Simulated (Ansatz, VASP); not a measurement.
## Al in VASP and in Ansatz

```
Al
1.0
     0.00000    1.99179    1.99179
     1.99179    0.00000    1.99179
     1.99179    1.99179    0.00000
Al
1
Direct
  0.00000 0.00000 0.00000
```

Alike in both runs: functional LDA; k mesh 18 × 18 × 18; occupations gaussian, width 0.1 eV; no spin polarisation.

Ansatz relaxed the structure, and its values are those at the end. VASP's run is a single point on that final structure, the one shown.

```csv
,VASP,Ansatz
version,VASP 6.6.1,Ansatz 0.2.0
potentials or method,"VASP PAW LDA potentials, release 64 (Al)","scalar-relativistic, plane waves, PAW"
plane-wave cutoff (eV),520,420
valence electrons in the cell,3,3
```

```csv
,VASP,Ansatz,Ansatz less VASP
gap on the k mesh at the Fermi level (eV),none,none,-
pressure (GPa),0.1,0.0,-0.07
```

A gap of «none» marks a metal or a gap that the smearing closes.
